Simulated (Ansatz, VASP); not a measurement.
## One calculation of ZrS, two programs

The input INCAR:

```
SYSTEM = ZrS
  PREC = Accurate
  ENCUT = 520
  EDIFF = 1E-6
  ISMEAR = 0
  SIGMA = 0.15
  LREAL = .FALSE.
  LASPH = .TRUE.
  NELM = 80
  ALGO = Fast
  ISIF = 2
  LWAVE = .FALSE.
  LCHARG = .FALSE.
  GGA = PS
  NBANDS = 16
```

KPOINTS

```
regular mesh
0
G
  16 16 16
  0 0 0
```

POSCAR

```
ZrS
1.0
    0.0000000000      2.6742187500      2.6742187500
    2.6250000000      0.0492187500      2.6250000000
    2.6250000000      2.6250000000      0.0492187500
Zr S
1 1
Direct
    0.0000000000      0.0000000000      0.0000000000
    0.5000000000      0.5000000000      0.5000000000
```

Input for Ansatz:

```yaml
crystal:
  lattice:
    - [0.0, 2.67421875, 2.67421875]
    - [2.625, 0.04921875, 2.625]
    - [2.625, 2.625, 0.04921875]
  atoms:
    - { symbol: Zr, position: [0.0, 0.0, 0.0] }
    - { symbol: S, position: [0.5, 0.5, 0.5] }
basis:
  ecutwfc: 420
kpoints:
  mp_grid: { grid: [16, 16, 16] }
hamiltonian:
  xc: pbesol
scf:
  occupations: { method: gaussian, width: 0.15 }
output:
  forces: true
  stress: true
  eigenvalues: true
```

Change from the starting cell: strain +0.0375 x Voigt [0, 0, 0, 1, 0, 0], atoms carried along.

Alike in both runs: task single point; functional PBEsol; k mesh 16 × 16 × 16; occupations gaussian, width 0.15 eV; no spin polarisation.

```csv
,VASP,Ansatz
version,VASP 6.6.1,Ansatz 0.2.0
potentials or method,"VASP PAW PBE potentials, release 64 (Zr_sv, S)","scalar-relativistic, plane waves, PAW"
plane-wave cutoff (eV),520,420
valence electrons in the cell,18,18
```

|  | VASP | Ansatz | Ansatz less VASP |
| --- | --- | --- | --- |
| gap on the k mesh at the Fermi level (eV) | none | none | - |
| pressure (GPa) | -6.2 | -6.4 | -0.20 |
| largest component of the traceless stress (GPa) | 1.01 | 1.03 | +0.021 |

A gap of «none» marks a metal or a gap that the smearing closes.

Caveats: the PAW data sets were made with another functional, which shifts forces and pressure a little (VASP).
